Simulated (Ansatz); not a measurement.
# Grüneisen parameters and expansion of BeS (F-43m), part 3 of 4

Aim: how the vibrations of BeS shift with volume, and the expansion that follows.

What experiment has found for this phase:
- heat capacity C_P per formula unit 34.2 J/mol/K and bulk modulus 105 GPa near room temperature (given in “High-Throughput Prediction of Finite-Temperature Properties using the Quasi-Harmonic Approximation”, 2016, arXiv:1603.06924)

Ansatz 0.2.0; DFT PBE, scalar-relativistic, plane waves, PAW.

So far. Step 7 (Phonons, V/V0 1.015): No mode is imaginary beyond numerical noise at the solved wavevectors. The highest zone-centre mode (no LO–TO term) moved by -2.2 % for a volume change of +1.5 %. Step 8 (Single point at a scaled cell, V/V0 0.985): The run ends at a pressure of 1.45 GPa.

The database entry behind the starting cell differs from later determinations by our own check (0.1 to 0.3 % short, probably kX units), so it need not match the best structure at ambient conditions.

## Step 9: Phonons, V/V0 0.985

Phonons at this volume give one point of F(V, T); meshes stay fixed along the series.

File input.yaml:

```yaml
crystal:
  lattice:
    - [0.0, 2.425754825, 2.425754825]
    - [2.425754825, 0.0, 2.425754825]
    - [2.425754825, 2.425754825, 0.0]
  atoms:
    - { symbol: Be, position: [0.0, 0.0, 0.0] }
    - { symbol: S, position: [0.25, 0.25, 0.25] }
kpoints:
  mp_grid: { grid: [8, 8, 8] }
hamiltonian:
  xc: pbe
scf:
  occupations: { method: fixed }
output:
  eigenvalues: true
phonons:
  method: dfpt
  dielectric: true
  rigid_motions: translations
  qmesh: [4, 4, 4]
  temperatures: { t_max: 1000, t_step: 50 }
  qpath:
    path:
      - [[0.0, 0.0, 0.0], [-0.5, -0.5, 0.0], [-0.375, -0.375, 0.25]]
      - [[-0.375, 0.0, 0.375], [0.0, 0.0, 0.0], [0.0, 0.0, 0.5], [-0.5, -0.25, 0.25], [-0.5, -0.5, 0.0]]
    npoints: 10
```

Started as:

```bash
$ ansatz run input.yaml --threads 2 --pin off --max-ram 5120MiB --backend cpu --events-out ev --progress --plain --runs-dir out
```

Numbers of over 12 decimals in the logs are rounded to 6 here.

Output:

```text
[...]
Crystal: 2 atoms, lattice volume = 28.548 Å³
Basis set: ecut = 420 eV, 537 PW (Γ), exchange–correlation on 48×48×48 points (8 copies of the dense FFT grid, shifted against one another)
Bands: 8, of which v1, the nominal top of the filled ones, is band 4 counted from 1 (3 counted from 0)
Symmetry: 24 space group operations
k-points: 95 of 512 (irreducible under 4 space group operations, time reversal used)
[...]
optical modes at Γ + LO–TO along q̂ = [0.0000, 1.0000, 0.0000]:
      ω (cm⁻¹)  modes    IR ((D/Å)²/amu)
        570.27      2            16.8504
        666.82      1             8.4252
  optical modes at Γ + LO–TO along q̂ = [0.0000, 0.0000, 1.0000]:
      ω (cm⁻¹)  modes    IR ((D/Å)²/amu)
        570.27      2            16.8504
        666.82      1             8.4252
--- Phonons (arbitrary-q DFPT): 8 irreducible q on the 4×4×4 mesh ---
[...]
interpolated dispersion: 63 rows × 6 modes
[...]
[key lines of the parts left out:]
SCF converged after 7 iterations
Free energy (F): -996.963507 eV
Fermi energy:    5.329152 eV
```

It took 45 s on 2 threads of Arm Neoverse V2, shared host; peak memory 0.57 GiB; 85 s of CPU time.

No mode is imaginary beyond numerical noise at the solved wavevectors. The highest zone-centre mode (no LO–TO term) moved by +2.2 % for a volume change of -1.5 %.

## Step 10: Single point at a scaled cell, V/V0 1.03

Symmetry fixes every atom, so a single point at the scaled cell gives the energy and pressure of this member.

The cell differs from the one that the last finished run ended in (a 3.431 → 3.482 Å, b 3.431 → 3.482 Å, c 3.431 → 3.482 Å).

input.yaml, the sections that differ from step 9:

```yaml
crystal:
  lattice:
    - [0.0, 2.4621465662, 2.4621465662]
    - [2.4621465662, 0.0, 2.4621465662]
    - [2.4621465662, 2.4621465662, 0.0]
  atoms:
    - { symbol: Be, position: [0.0, 0.0, 0.0] }
    - { symbol: S, position: [0.25, 0.25, 0.25] }
output:
  forces: true
  stress: true
  eigenvalues: true
# kpoints, hamiltonian, scf: as in step 9
# phonons: removed
```

Output:

```text
[...]
Crystal: 2 atoms, lattice volume = 29.852 Å³
Basis set: ecut = 420 eV, 561 PW (Γ), exchange–correlation on 48×48×48 points (8 copies of the dense FFT grid, shifted against one another)
Bands: 8, of which v1, the nominal top of the filled ones, is band 4 counted from 1 (3 counted from 0)
Symmetry: 24 space group operations
[...]
k-points: 29 of 512 (time reversal used)
[...]
Free energy (F): -996.958283 eV
[...]
Internal energy: -996.958283 eV  (E = F + TS)
E sigma→0 (E₀):  -996.958283 eV
Fermi energy:    4.827150 eV
[...]
--- Stress (GPa, compression-positive) ---
       -2.591266       0.000000      -0.000000
       -0.000000      -2.591266       0.000000
       -0.000000       0.000000      -2.591266
  P = ⅓ Tr σ = -2.5913 GPa (-25.913 kbar)
--- Band table (eV; the first three rows and the last of 29) ---
[...]
[key lines of the parts left out:]
SCF converged after 6 iterations
```

Wall time 0.58 s (2 threads); peak memory 0.25 GiB.

The run ends at a pressure of -2.59 GPa.

## Step 11: Phonons, V/V0 1.03

The same q-mesh and k-mesh are kept at every volume, so that much of their error can cancel in the differences.

input.yaml, the sections that differ from step 10:

```yaml
output:
  eigenvalues: true
phonons:
  method: dfpt
  dielectric: true
  rigid_motions: translations
  qmesh: [4, 4, 4]
  temperatures: { t_max: 1000, t_step: 50 }
  qpath:
    path:
      - [[0.0, 0.0, 0.0], [-0.5, -0.5, 0.0], [-0.375, -0.375, 0.25]]
      - [[-0.375, 0.0, 0.375], [0.0, 0.0, 0.0], [0.0, 0.0, 0.5], [-0.5, -0.25, 0.25], [-0.5, -0.5, 0.0]]
    npoints: 10
# crystal, kpoints, hamiltonian, scf: as in step 10
```

Output:

```text
[...]
Crystal: 2 atoms, lattice volume = 29.852 Å³
Basis set: ecut = 420 eV, 561 PW (Γ), exchange–correlation on 48×48×48 points (8 copies of the dense FFT grid, shifted against one another)
Bands: 8, of which v1, the nominal top of the filled ones, is band 4 counted from 1 (3 counted from 0)
Symmetry: 24 space group operations
k-points: 95 of 512 (irreducible under 4 space group operations, time reversal used)
[...]
optical modes at Γ + LO–TO along q̂ = [0.0000, 1.0000, 0.0000]:
      ω (cm⁻¹)  modes    IR ((D/Å)²/amu)
        533.81      2            17.9467
        638.95      1             8.9733
  optical modes at Γ + LO–TO along q̂ = [0.0000, 0.0000, 1.0000]:
      ω (cm⁻¹)  modes    IR ((D/Å)²/amu)
        533.81      2            17.9467
        638.95      1             8.9733
--- Phonons (arbitrary-q DFPT): 8 irreducible q on the 4×4×4 mesh ---
[...]
interpolated dispersion: 63 rows × 6 modes
[...]
[key lines of the parts left out:]
SCF converged after 7 iterations
Free energy (F): -996.958283 eV
Fermi energy:    4.827180 eV
```

Elapsed: 44 s, on 2 threads; peak memory 0.6 GiB.

LO-TO term included. The phonon branches at the labelled points (cm⁻¹):

```csv
point,branch 1,branch 2,branch 3,branch 4,branch 5,branch 6
Γ,0,0,0,534,534,639
halfway,172,172,248,499,499,635
X,236,236,357,470,470,632
halfway,233,256,349,473,473,616
U,224,293,329,479,480,583
jump to K,224,293,329,479,480,583
halfway,146,199,258,514,517,596
Γ,0,0,0,534,534,639
halfway,125,125,244,519,519,616
L,167,167,357,511,511,585
halfway,207,246,340,489,508,563
W,271,281,317,478,503,550
halfway,253,253,342,475,478,600
X,236,236,357,470,470,632
```

The phonon branches as a text plot (rows in cm⁻¹):

```
    626 |***************          ***********                  **
    599 |               **      **           ****            **
    572 |                 ******                 ******     *
    546 |*                           ****              *****
    519 | *****                *******   ***************
    492 |      ***        *****                     **********
    466 |         ********                               ********
    439 |
    413 |
    386 |
    359 |           ****                        *****         ***
    333 |         **    ****                   *     ****   **
    306 |        *         ****               *          ***
    280 |       *       *** *  *             *          *****
    253 |      *       *     ** *           *         ** *  ***
    226 |        ***********   * *                   * **      **
    200 |    ** *           *** *          *        ***
    173 |      *               * ***           ******
    146 |   ***                 *         *  **
    120 |  **                    ****    *  *
     93 |                         ***     **
     67 | **                        **  **
     40 | *                          *  *
     13 |*                            **
         Γ           X  U|K            Γ         L        W     X
```

No mode is imaginary beyond numerical noise at the solved wavevectors. The highest zone-centre mode (no LO–TO term) moved by -4.3 % for a volume change of +3.0 %.

## Step 12: A cell at another volume, V/V0 0.97

Symmetry fixes every atom, so a single point at the scaled cell gives the energy and pressure of this member.

The cell differs from the one that the last finished run ended in (a 3.482 → 3.413 Å, b 3.482 → 3.413 Å, c 3.482 → 3.413 Å).

input.yaml, the sections that differ from step 11:

```yaml
crystal:
  lattice:
    - [0.0, 2.4133783096, 2.4133783096]
    - [2.4133783096, 0.0, 2.4133783096]
    - [2.4133783096, 2.4133783096, 0.0]
  atoms:
    - { symbol: Be, position: [0.0, 0.0, 0.0] }
    - { symbol: S, position: [0.25, 0.25, 0.25] }
output:
  forces: true
  stress: true
  eigenvalues: true
# kpoints, hamiltonian, scf: as in step 11
# phonons: removed
```

Output:

```text
[...]
Crystal: 2 atoms, lattice volume = 28.113 Å³
Basis set: ecut = 420 eV, 537 PW (Γ), exchange–correlation on 48×48×48 points (8 copies of the dense FFT grid, shifted against one another)
Bands: 8, of which v1, the nominal top of the filled ones, is band 4 counted from 1 (3 counted from 0)
Symmetry: 24 space group operations
[...]
k-points: 29 of 512 (time reversal used)
[...]
Free energy (F): -996.957480 eV
[...]
Internal energy: -996.957480 eV  (E = F + TS)
E sigma→0 (E₀):  -996.957480 eV
Fermi energy:    5.507029 eV
[...]
--- Stress (GPa, compression-positive) ---
        3.007344      -0.000000      -0.000000
       -0.000000       3.007344       0.000000
       -0.000000       0.000000       3.007344
  P = ⅓ Tr σ = 3.0073 GPa (30.073 kbar)
--- Band table (eV; the first three rows and the last of 29) ---
[...]
[key lines of the parts left out:]
SCF converged after 6 iterations
```

Wall time 0.57 s (2 threads); peak memory 0.25 GiB.

The run ends at a pressure of 3.01 GPa.

## Step 13: Lattice dynamics at this volume, V/V0 0.97

Phonons at this volume give one point of F(V, T); meshes stay fixed along the series.

input.yaml, the sections that differ from step 12:

```yaml
output:
  eigenvalues: true
phonons:
  method: dfpt
  dielectric: true
  rigid_motions: translations
  qmesh: [4, 4, 4]
  temperatures: { t_max: 1000, t_step: 50 }
  qpath:
    path:
      - [[0.0, 0.0, 0.0], [-0.5, -0.5, 0.0], [-0.375, -0.375, 0.25]]
      - [[-0.375, 0.0, 0.375], [0.0, 0.0, 0.0], [0.0, 0.0, 0.5], [-0.5, -0.25, 0.25], [-0.5, -0.5, 0.0]]
    npoints: 10
# crystal, kpoints, hamiltonian, scf: as in step 12
```

Output:

```text
[...]
Crystal: 2 atoms, lattice volume = 28.113 Å³
Basis set: ecut = 420 eV, 537 PW (Γ), exchange–correlation on 48×48×48 points (8 copies of the dense FFT grid, shifted against one another)
Bands: 8, of which v1, the nominal top of the filled ones, is band 4 counted from 1 (3 counted from 0)
Symmetry: 24 space group operations
k-points: 95 of 512 (irreducible under 4 space group operations, time reversal used)
[...]
optical modes at Γ + LO–TO along q̂ = [0.0000, 1.0000, 0.0000]:
      ω (cm⁻¹)  modes    IR ((D/Å)²/amu)
        583.05      2            16.4714
        676.69      1             8.2357
  optical modes at Γ + LO–TO along q̂ = [0.0000, 0.0000, 1.0000]:
      ω (cm⁻¹)  modes    IR ((D/Å)²/amu)
        583.05      2            16.4714
        676.69      1             8.2357
--- Phonons (arbitrary-q DFPT): 8 irreducible q on the 4×4×4 mesh ---
[...]
interpolated dispersion: 63 rows × 6 modes
[...]
[key lines of the parts left out:]
SCF converged after 8 iterations
Free energy (F): -996.957480 eV
Fermi energy:    5.507060 eV
```

Elapsed: 45 s, on 2 threads; peak memory 0.57 GiB; 84 s of CPU time.

LO-TO term included. The phonon branches at the labelled points (cm⁻¹):

```csv
point,branch 1,branch 2,branch 3,branch 4,branch 5,branch 6
Γ,0,0,0,583,583,677
halfway,175,175,264,551,551,673
X,232,232,380,530,530,669
halfway,230,255,372,532,532,654
U,222,296,351,537,537,622
jump to K,222,296,351,537,537,622
halfway,147,206,273,566,570,634
Γ,0,0,0,583,583,677
halfway,125,125,261,570,570,654
L,164,164,378,565,565,624
halfway,207,252,358,545,564,601
W,274,284,338,538,560,587
halfway,253,253,364,534,536,638
X,232,232,380,530,530,669
```

The phonon branches as a text plot (rows in cm⁻¹):

```
    663 |***************         ************                  **
    634 |               ***     *            ******          **
    606 |                  *****                   ******   *
    578 |****                  ************************  ***
    550 |    *****       *******                  ************
    522 |         *******                                    ****
    493 |
    465 |
    437 |
    409 |
    381 |           ****                        *****         ***
    352 |         **    ****                   *     *********
    324 |        *          ***               *
    296 |       *        ****  *             *          ***
    268 |      *       **    ** *           *          * *****
    240 |         *******      * *                   ** *     ***
    211 |    ** **       ****   *          *        * **
    183 |   *  *             ***  **              ****
    155 |    **                 **        *  ******
    127 |  *                     ****    *  *
     99 |   *                     ***      *
     70 | **                        **  * *
     42 | *                          *   *
     14 |*                            ***
         Γ           X  U|K            Γ         L        W     X
```

No mode is imaginary beyond numerical noise at the solved wavevectors. The highest zone-centre mode (no LO–TO term) moved by +4.5 % for a volume change of -3.0 %.

## Step 14: A cell at another volume, V/V0 1.05

Symmetry fixes every atom, so a single point at the scaled cell gives the energy and pressure of this member.

The cell differs from the one that the last finished run ended in (a 3.413 → 3.504 Å, b 3.413 → 3.504 Å, c 3.413 → 3.504 Å).

input.yaml, the sections that differ from step 13:

```yaml
crystal:
  lattice:
    - [0.0, 2.4779807414, 2.4779807414]
    - [2.4779807414, 0.0, 2.4779807414]
    - [2.4779807414, 2.4779807414, 0.0]
  atoms:
    - { symbol: Be, position: [0.0, 0.0, 0.0] }
    - { symbol: S, position: [0.25, 0.25, 0.25] }
output:
  forces: true
  stress: true
  eigenvalues: true
# kpoints, hamiltonian, scf: as in step 13
# phonons: removed
```

Output:

```text
[...]
Crystal: 2 atoms, lattice volume = 30.432 Å³
Basis set: ecut = 420 eV, 609 PW (Γ), exchange–correlation on 48×48×48 points (8 copies of the dense FFT grid, shifted against one another)
Bands: 8, of which v1, the nominal top of the filled ones, is band 4 counted from 1 (3 counted from 0)
Symmetry: 24 space group operations
[...]
k-points: 29 of 512 (time reversal used)
[...]
Free energy (F): -996.946081 eV
[...]
Internal energy: -996.946081 eV  (E = F + TS)
E sigma→0 (E₀):  -996.946081 eV
Fermi energy:    4.618088 eV
[...]
--- Stress (GPa, compression-positive) ---
       -4.127335      -0.000000       0.000000
        0.000000      -4.127335       0.000000
       -0.000000       0.000000      -4.127335
  P = ⅓ Tr σ = -4.1273 GPa (-41.273 kbar)
--- Band table (eV; the first three rows and the last of 29) ---
[...]
[key lines of the parts left out:]
SCF converged after 6 iterations
```

Run time: 0.65 s. Hardware: 2 threads; peak memory 0.26 GiB.

The run ends at a pressure of -4.13 GPa.

(Continued in part 4 of 4.)

[Logs are printed without paths, hosts, clocks, repeated set-up lines and the standing remarks that a program may print on its own settings, such as how far it seeks lower states.]

[Hosts, paths, dates, database ids (printed as entryN), source tags and the programs' standing remarks are cut or masked in the printed files.]

[A step with changed settings may run another functional than the one named; its input shows which.]

[Of the runs on displaced cells, only some may be shown.]
